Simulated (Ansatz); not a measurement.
**TaN in Ansatz: the effect of functional**

Crystal: TaN.

```
Ta N
1.0
     2.87802    0.00000    0.00000
    -1.43901    2.49244    0.00000
     0.00000    0.00000    2.82415
Ta N
1 1
Direct
  0.00000 0.00000 0.50000
  0.66667 0.33333 0.00000
```

The cell isn't the ideal one: volume scaled by 0.94.

Alike in all runs:

```yaml
Program: Ansatz 0.2.0
Task: single point
Potentials_or_basis: Ansatz PAW
k_mesh: 10 × 10 × 9
Occupations: fermi-dirac, width 0.05 eV
Spin: no spin polarisation
```

Question: One run gave: pressure 25.2 GPa. Which functional did it use?
A. PBEsol
B. LDA
C. r2SCAN

Answer: C.

```tsv
functional	cutoff	pressure (GPa)
LDA	420 eV (not typed: the program's choice for these potentials)	12.0
PBEsol	420 eV (not typed: the program's choice for these potentials)	19.4
r2SCAN	500 eV (not typed: the program's choice for these potentials)	25.2
```

Caveats: the PAW data sets come from PBE, with cores solved anew for the run's functional, which leaves a small shift of forces and pressure.
